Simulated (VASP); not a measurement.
# W3C in VASP: further runs

Runs on W3C. Level: PBE. Tasks: single point.

Everything below comes from runs of VASP 6.6.1. Logs are shortened: lines on timing, memory, paths and dates and some standing lists are left out, and cuts for length are marked.

## (1) The cell of the first run

The cell holds a slab with vacuum, 4 atoms: a = 2.855 Å, b = 2.855 Å, c = 21.697 Å, α = 90.00°, β = 90.00°, γ = 120.00°.

## (2) Single point, PBE

Contents of INCAR:

```
ALGO = Normal
DIPOL = 0.5 0.5 0.353
EDIFF = 1E-7
ENCUT = 520
GGA = PE
IDIPOL = 3
ISIF = 2
ISMEAR = 0
LASPH = T
LCHARG = F
LDIPOL = T
LREAL = F
LWAVE = F
NBANDS = 31
NELM = 100
PREC = Accurate
SIGMA = 0.1
```

Contents of KPOINTS:

```
k-points
0
Gamma
  9 9 1
```

Contents of POSCAR:

```
W3C
1.0
    2.8545944806      0.0000000000      0.0000000000
   -1.4272972403      2.4721513377      0.0000000000
    0.0000000000      0.0000000000     21.6971108210
W C
3 1
Direct
    0.6666666667      0.3333333333      0.1843563428
    0.3333333333      0.6666666667      0.2926027619
    0.0000000000      0.0000000000      0.4008418859
    0.4444444444     -0.4444444444      0.5358829070
```

Potentials or basis: VASP PAW PBE potentials, release 64 (W_sv, C).

Command:

```console
cat potpaw_PBE.64/W_sv/POTCAR potpaw_PBE.64/C/POTCAR > POTCAR
mpirun -np 1 vasp_std > vasp.out
```

OUTCAR:

```text
EDIFF = 1E-7
   ENCUT = 520
   GGA = PE
   ISIF = 2
   ISMEAR = 0
   LASPH = T
   LREAL = F
   NELM = 100
   PREC = Accurate

 ion  position               nearest neighbor table
   1  0.667  0.333  0.184-   2 2.87   2 2.87   2 2.87
   2  0.333  0.667  0.293-   3 2.87   3 2.87   3 2.87   1 2.87   1 2.87   1 2.87
   3  0.000  0.000  0.401-   2 2.87   2 2.87   2 2.87
   4  0.444  0.556  0.536-

  LATTYP: Found a hexagonal cell.
 ALAT       =     2.8545944806
 C/A-ratio  =     7.6007681541

  Lattice vectors:

 A1 = (   2.8545944806,   0.0000000000,   0.0000000000)
 A2 = (  -1.4272972403,   2.4721513377,   0.0000000000)
 A3 = (   0.0000000000,   0.0000000000,  21.6971108210)

Analysis of symmetry for initial positions (statically):
=====================================================================
 Subroutine PRICEL returns:
 Original cell was already a primitive cell.

 Routine SETGRP: Setting up the symmetry group for a
 hexagonal supercell.

 Subroutine GETGRP returns: Found  2 space group operations
 (whereof  2 operations were pure point group operations)
 out of a pool of 24 trial point group operations.

The static configuration has the point symmetry C_1h.

Analysis of symmetry for dynamics (positions and initial velocities):
=====================================================================
 Subroutine PRICEL returns:
 Original cell was already a primitive cell.

 Routine SETGRP: Setting up the symmetry group for a
 hexagonal supercell.

 Subroutine GETGRP returns: Found  2 space group operations
 (whereof  2 operations were pure point group operations)
 out of a pool of 24 trial point group operations.

The dynamic configuration has the point symmetry C_1h.

 Subroutine INISYM returns: Found  2 space group operations
 (whereof  2 operations are pure point group operations),
 and found     1 'primitive' translations

----------------------------------------------------------------------------------------

                                     Primitive cell

  volume of cell :     153.1163

  direct lattice vectors                    reciprocal lattice vectors
     2.854594481  0.000000000  0.000000000     0.350312455  0.202252990  0.000000000
    -1.427297240  2.472151338  0.000000000     0.000000000  0.404505980  0.000000000
     0.000000000  0.000000000 21.697110821     0.000000000  0.000000000  0.046089086

  length of vectors
     2.854594481  2.854594481 21.697110821     0.404505980  0.404505980  0.046089086

  position of ions in fractional coordinates (direct lattice)
     0.666666667  0.333333333  0.184356343
     0.333333333  0.666666667  0.292602762
     0.000000000  0.000000000  0.400841886
     0.444444444  0.555555556  0.535882907

  ion indices of the primitive-cell ions
   primitive index   ion index
                 1           1
                 2           2
                 3           3
                 4           4

----------------------------------------------------------------------------------------

 KPOINTS: k-points

Automatic generation of k-mesh.
 Grid dimensions read from file:
 generate k-points for:    9    9    1

 Generating k-lattice:

  Cartesian coordinates                     Fractional coordinates (reciprocal lattice)
     0.038923606  0.022472554  0.000000000     0.111111111  0.000000000  0.000000000
     0.000000000  0.044945109  0.000000000     0.000000000  0.111111111  0.000000000
     0.000000000  0.000000000  0.046089086     0.000000000  0.000000000  1.000000000

  Length of vectors
     0.044945109  0.044945109  0.046089086

  Shift w.r.t. Gamma in fractional coordinates (k-lattice)
     0.000000000  0.000000000  0.000000000

 Subroutine IBZKPT returns following result:
 ===========================================

 Found     25 irreducible k-points:

 Following reciprocal coordinates:
            Coordinates               Weight
  0.000000  0.000000  0.000000      1.000000
  0.111111  0.000000  0.000000      4.000000
 -0.111111  0.111111  0.000000      2.000000
  0.222222  0.000000  0.000000      4.000000
 -0.222222  0.222222  0.000000      2.000000
  0.333333  0.000000  0.000000      4.000000
[... 16 lines left out ...]
 -0.222222 -0.444444  0.000000      4.000000
  0.444444  0.333333  0.000000      4.000000
   k-points           NKPTS =     25   k-points in BZ     NKDIM =     25   number of bands    NBANDS=     31
   number of dos      NEDOS =    301   number of ions     NIONS =      4
   total plane-waves  NPLWV =  93312
   dimension x,y,z NGX =    24 NGY =   24 NGZ =  162
   dimension x,y,z NGXF=    48 NGYF=   48 NGZF=  324
   ions per type =               3   1
   NGX,Y,Z   is equivalent  to a cutoff of  13.98, 13.98, 12.41 a.u.
   NGXF,Y,Z  is equivalent  to a cutoff of  27.95, 27.95, 24.83 a.u.
 SYSTEM =  unknown system
   PREC   = accura    normal or accurate (medium, high low for compatibility)
   ISTART =      0    job   : 0-new  1-cont  2-samecut
   ICHARG =      2    charge: 1-file 2-atom 10-const
   ISPIN  =      1    spin polarized calculation?
   LNONCOLLINEAR =      F non collinear calculations
   LSORBIT =      F    spin-orbit coupling
   LASPH  =      T    aspherical Exc in radial PAW
   ENCUT  =  520.0 eV  38.22 Ry    6.18 a.u.   5.31  5.31 40.34*2*pi/ulx,y,z
   NELM   =    100;   NELMIN=  2; NELMDL= -5     # of ELM steps
   EDIFF  = 0.1E-06   stopping-criterion for ELM
   LREAL  =      F    real-space projection
   EDIFFG = 0.1E-05   stopping-criterion for IOM
   NSW    =      0    number of steps for IOM
   IBRION =     -1    ionic relax: 0-MD 1-quasi-New 2-CG
   NFREE  =      0    steps in history (QN), initial steepest desc. (CG)
   ISIF   =      2    stress and relaxation
   ISYM   =      2    0-nonsym 1-usesym 2-fastsym
   POTIM  = 0.5000    time-step for ionic-motion
   TEBEG  =    0.0;   TEEND  =   0.0 temperature during run
   PSTRESS=    0.0 pullay stress
   NELECT =      46.0000    total number of electrons
   NUPDOWN=      -1.0000    fix difference up-down
   EMIN   =  10.00;   EMAX   =-10.00  energy-range for DOS
   EFERMI =   0.00;   METHOD = LEGACY
   ISMEAR =     0;   SIGMA  =   0.10  broadening in eV -4-tet -1-fermi 0-gaus
   EFERMI_NEDOS =   21; number of points for ismear=-14 and -15
   IALGO  =     38    algorithm
   IMIX   =      4    mixing-type and parameters
     AMIX     =   0.40;   BMIX     =  1.00
     AMIX_MAG =   1.60;   BMIX_MAG =  1.00
  volume/ion in A,a.u.               =      38.28       258.32
  Fermi-wavevector in a.u.,A,eV,Ry     =   1.096445  2.071981 16.356820  1.202192
  Thomas-Fermi vector in A             =   2.232787
   LORBIT       =      0    0 simple, 1 ext, 2 COOP (PROOUT), +10 PAW based schemes
   GGA     = PE    functional components
   LHFCALC =     F    Hartree Fock is set to
   AEXX    =    0.0000 exact exchange contribution
   IVDW    =     0    specifies the selected vdW correction
   LEPSILON=     F    determine dielectric tensor
   LRPA    =     F    only Hartree local field effects (RPA)
 non-spin polarized calculation
 Gauss-broadening in eV      SIGMA  =   0.10
  energy-cutoff  :      520.00
  volume of cell :      153.12
 maximum number of plane-waves:      4147
 NGX is ok and might be reduce to    24

 dipolmoment           0.000000      0.000000     -0.214470 electrons x Angstroem

 number of electron      45.9999997 magnetization

 dipolmoment           0.000000      0.000000      0.039820 electrons x Angstroem

 Free energy of the ion-electron system (eV)
  ---------------------------------------------------
  ext. energy  EPLUGINS =         0.00000000
  ---------------------------------------------------
  free energy    TOTEN  =       -38.50544598 eV

  energy without entropy =      -38.47461063  energy(sigma->0) =      -38.49002831

 E-fermi :   0.2817     XC(G=0):  -6.2331

 val. band max:        0.2661814701   @ k =  -0.1111   0.2222   0.0000
 cond. band min:       0.3523640316   @ k =   0.0000   0.0000   0.0000
 fundamental gap:      0.0861825616
 Fermi energy:         0.2816952986

 k-point     1 :       0.0000    0.0000    0.0000
  band No.  band energies     occupation
      1     -73.6536      2.00000
      2     -73.4555      2.00000
      3     -73.3991      2.00000
      4     -38.1844      2.00000
      5     -37.8481      2.00000
      6     -37.3784      2.00000
[... 23 lines left out ...]
     30       3.1076      0.00000
     31       3.1307      0.00000

 k-point     2 :       0.1111    0.0000    0.0000
  band No.  band energies     occupation
      1     -73.6454      2.00000
      2     -73.4465      2.00000
      3     -73.3923      2.00000
      4     -38.1550      2.00000
      5     -37.8426      2.00000
      6     -37.4469      2.00000
[... 23 lines left out ...]
     30       2.8296      0.00000
     31       3.1854      0.00000

 k-point     3 :      -0.1111    0.1111    0.0000
  band No.  band energies     occupation
      1     -73.6454      2.00000
      2     -73.4465      2.00000
      3     -73.3923      2.00000
      4     -38.1551      2.00000
      5     -37.8424      2.00000
      6     -37.4477      2.00000
[... 23 lines left out ...]
     30       2.8757      0.00000
     31       3.0920      0.00000

 k-point     4 :       0.2222    0.0000    0.0000
  band No.  band energies     occupation
      1     -73.6245      2.00000
      2     -73.4236      2.00000
      3     -73.3751      2.00000
      4     -38.0825      2.00000
      5     -37.8559      2.00000
      6     -37.6818      2.00000
[... 635 lines left out ...]
     30       3.6163      0.00000
     31       4.7827      0.00000

 k-point    23 :      -0.2222   -0.4444    0.0000
  band No.  band energies     occupation
      1     -73.5781      2.00000
      2     -73.3710      2.00000
      3     -73.3390      2.00000
      4     -38.0888      2.00000
      5     -38.0381      2.00000
      6     -37.8701      2.00000
[... 23 lines left out ...]
     30       3.6830      0.00000
     31       4.7808      0.00000

 k-point    24 :       0.4444    0.3333    0.0000
  band No.  band energies     occupation
      1     -73.5781      2.00000
      2     -73.3710      2.00000
      3     -73.3390      2.00000
      4     -38.0854      2.00000
      5     -38.0415      2.00000
      6     -37.8688      2.00000
[... 23 lines left out ...]
     30       3.7735      0.00000
     31       4.7855      0.00000

 [... further k-points ...]

------------------------ aborting loop because EDIFF is reached ----------------------------------------

 vacuum level on the upper side and lower side of the slab       (xc-potential included)         0.487        -0.579

  FORCE on cell =-STRESS in cart. coord.  units (eV):
  Direction    XX          YY          ZZ          XY          YZ          ZX
  --------------------------------------------------------------------------------------
  -------------------------------------------------------------------------------------
  Total       -9.1221103     -9.3820853     -4.3387873     -0.2251450      0.0300751     -0.0520916
  in kB      -95.4518867    -98.1722125    -45.4001780     -2.3558712      0.3146997     -0.5450758
  external PRESSURE =     -79.6747591 kB  Pullay stress =       0.0000000 kB

 VOLUME and BASIS-vectors are now :
 -----------------------------------------------------------------------------
  energy-cutoff  :      520.00
  volume of cell :      153.12
      direct lattice vectors                 reciprocal lattice vectors
     2.854594481  0.000000000  0.000000000     0.350312455  0.202252990  0.000000000
    -1.427297240  2.472151338  0.000000000     0.000000000  0.404505980  0.000000000
     0.000000000  0.000000000 21.697110821     0.000000000  0.000000000  0.046089086

 POSITION                                       TOTAL-FORCE (eV/Angst)
 -----------------------------------------------------------------------------------
      1.42730      0.82405      4.00000        -0.008841      0.005104     -0.057840
     -0.00000      1.64810      6.34863        -0.030617      0.017677      0.022267
      0.00000      0.00000      8.69711         0.095988     -0.055419      1.578568
      0.47577      1.37342     11.62711        -0.056530      0.032637     -1.542995
 -----------------------------------------------------------------------------------
    total drift:                                0.000048     -0.000028     -0.000646

  FREE ENERGIE OF THE ION-ELECTRON SYSTEM (eV)
  ---------------------------------------------------
  free  energy   TOTEN  =       -38.5054459828 eV

  energy  without entropy=      -38.4746106325  energy(sigma->0) =      -38.49002831

 vacuum level on the upper side and lower side of the slab         6.344         5.282
```

Run time: 5.5 min. Hardware: 1 thread of AMD EPYC 7R43 (Zen 3), shared host; peak memory 0.3 GiB.

Results:

| Quantity | Value |
| --- | --- |
| Free energy | -38.5054 eV |
| Largest force | 1.582 eV/Å |
| Band gap on the k mesh | none (metal or under the smearing width) |

Forces in eV/Å, atoms in the order of the input:
```
W   -0.009  0.005 -0.058
W   -0.031  0.018  0.022
W    0.096 -0.055  1.579
C   -0.057  0.033 -1.543
```

The run has no spin-orbit coupling, so splittings on W are missing.

## (3) Single point, PBE

Contents of INCAR:

```
ALGO = Normal
DIPOL = 0.5 0.5 0.349
EDIFF = 1E-7
ENCUT = 520
GGA = PE
IDIPOL = 3
ISIF = 2
ISMEAR = 0
LASPH = True
LCHARG = True
LDIPOL = True
LELF = True
LREAL = False
LVACPOTAV = True
LVHAR = True
LWAVE = False
NBANDS = 31
NELM = 60
PREC = Accurate
SIGMA = 0.1
```

KPOINTS is that of step 2.

POSCAR, as its differences from that of step 2:

```diff
@@ -11,2 +11,2 @@
     0.0000000000      0.0000000000      0.4008418859
-    0.4444444444     -0.4444444444      0.5358829070
+    0.1111111111     -0.1111111111      0.5174472728
```

Potentials or basis: VASP PAW PBE potentials, release 64 (W_sv, C).

Command:

```console
cat potpaw_PBE.64/W_sv/POTCAR potpaw_PBE.64/C/POTCAR > POTCAR
mpirun -np 1 vasp_std > vasp.out
```

Run time: 6 min. Hardware: 1 thread of AMD EPYC 7R43 (Zen 3), shared host; peak memory 0.29 GiB.

Results (log left out):

- Free energy: -39.2754 eV
- Largest force: 2.895 eV/Å
- Band gap on the k mesh: none (metal or under the smearing width)
- Work function of the upper face: 6.76 eV
- Work function of the lower face: 5.02 eV

Forces in eV/Å, atoms in the order of the input:
```
W    0.048 -0.028 -0.034
W    0.007 -0.004 -0.229
W   -0.204  0.118  2.885
C    0.149 -0.086 -2.622
```

Levels at points of the mesh, in eV from the Fermi level:
```csv
k point,band 19,band 20,band 21,band 22,band 23,band 24,band 25,band 26,band 27,band 28
"(0.00, 0.00, 0.00)",-0.98,-0.52,-0.52,-0.23,-0.23,0.05,0.06,0.24,2.35,2.36
```

The run has no spin-orbit coupling, so splittings on W are missing.

## (4) Single point, PBE

Contents of INCAR:

```
SYSTEM = W3C
ALGO = Normal ; DIPOL = 0.5 0.5 0.334
EDIFF = 1E-6 ; ENCUT = 520
GGA = PE ; IDIPOL = 3
ISIF = 2 ; ISMEAR = 0
LASPH = .True. ; LCHARG = .True.
LDIPOL = .True. ; LELF = .True.
LREAL = .False. ; LVACPOTAV = .True.
LVHAR = .True. ; LWAVE = .False.
NBANDS = 31 ; NELM = 80
PREC = Accurate ; SIGMA = 0.1
```

Contents of KPOINTS:

```
k-points
0
Gamma
  9 9 1
  0 0 0
```

POSCAR, as its differences from that of step 3:

```diff
@@ -11,2 +11,2 @@
     0.0000000000      0.0000000000      0.4008418859
-    0.1111111111     -0.1111111111      0.5174472728
+    0.3333333333     -0.3333333333      0.4593750248
```

Command:

```console
cat potpaw_PBE.64/W_sv/POTCAR potpaw_PBE.64/C/POTCAR > POTCAR
mpirun -np 1 vasp_std > vasp.out
```

Wall time 3.2 min (1 thread of AMD EPYC 7R43 (Zen 3), shared host); peak memory 0.27 GiB.

The run converged. Its results:

* Free energy: -43.1865 eV
* Largest force: 3.684 eV/Å
* Band gap on the k mesh: none (metal or under the smearing width)
* Work function of the upper face: 6.05 eV
* Work function of the lower face: 5.19 eV

Forces in eV/Å, atoms in the order of the input:
```
W    0.000  0.000 -0.130
W    0.000  0.000 -0.631
W    0.000  0.000  3.684
C    0.000  0.000 -2.923
```

Levels at points of the mesh, in eV from the Fermi level:
```tsv
k point	band 20	band 21	band 22	band 23	band 24	band 25	band 26	band 27
(0.00, 0.00, 0.00)	-1.21	-0.46	-0.46	-0.11	-0.11	0.16	1.29	1.29
```

Spin-orbit coupling is left out, which matters for the levels of W.

## (5) Single point, PBE

Contents of INCAR:

```
ALGO = Normal
DIPOL = 0.5 0.5 0.344
EDIFF = 1E-6
ENCUT = 520
GGA = PE
IDIPOL = 3
ISIF = 2
ISMEAR = 0
LASPH = T
LCHARG = T
LDIPOL = T
LELF = T
LREAL = F
LVACPOTAV = T
LVHAR = T
LWAVE = F
NBANDS = 31
NELM = 80
PREC = Accurate
SIGMA = 0.1
```

Contents of KPOINTS:

```
k-points
0
Gamma
  9 9 1
```

POSCAR, as its differences from that of step 4:

```diff
@@ -11,2 +11,2 @@
     0.0000000000      0.0000000000      0.4008418859
-    0.3333333333     -0.3333333333      0.4593750248
+    0.2222222222     -0.2222222222      0.4980898568
```

Command:

```console
cat potpaw_PBE.64/W_sv/POTCAR potpaw_PBE.64/C/POTCAR > POTCAR
mpirun -np 1 vasp_std > vasp.out
```

Run time: 5 min. Hardware: 1 thread of AMD EPYC 7R43 (Zen 3), shared host; peak memory 0.3 GiB.

Results (log left out):

```yaml
Free_energy: -40.4697 eV
Largest_force: 3.295 eV/Å
Band_gap_on_the_k_mesh: none (metal or under the smearing width)
Work_function_of_the_upper_face: 7.18 eV
Work_function_of_the_lower_face: 5.02 eV
```

Forces in eV/Å, atoms in the order of the input:
```
W    0.068 -0.039 -0.156
W    0.099 -0.057 -0.108
W    0.187 -0.108  3.288
C   -0.354  0.204 -3.024
```

Levels at points of the mesh, in eV from the Fermi level:
```tsv
k point	band 19	band 20	band 21	band 22	band 23	band 24	band 25	band 26	band 27	band 28
(0.00, 0.00, 0.00)	-1.00	-0.52	-0.47	-0.26	-0.22	0.05	0.07	0.26	2.24	2.39
```

## (6) Summary

| cell | gap on the mesh (eV) | largest force (eV/Å) | work function (eV) |
| --- | --- | --- | --- |
| C at 4/9 of the long diagonal of the hexagonal surface cell, 2.93 Å above the top plane | none | 1.58 | - |
| C at 1/9 of the long diagonal of the hexagonal surface cell, 2.53 Å above the top plane | none | 2.89 | 6.76 |
| C at 3/9 of the long diagonal of the hexagonal surface cell, 1.27 Å above the top plane | none | 3.68 | 6.05 |
| C at 2/9 of the long diagonal of the hexagonal surface cell, 2.11 Å above the top plane | none | 3.29 | 7.18 |

Some of these runs hold the atoms at other places in the same cell, which the table doesn't show; runs alike in all that it shows share one row.

Alike in all rows: task single point; level PBE; potentials or basis VASP PAW PBE potentials, release 64 (W_sv, C); no spin polarisation; k mesh 9 × 9 × 1; cutoff (eV) 520; smearing gaussian 0.1 eV.

Absolute energies hang on the potentials; compare differences alone.
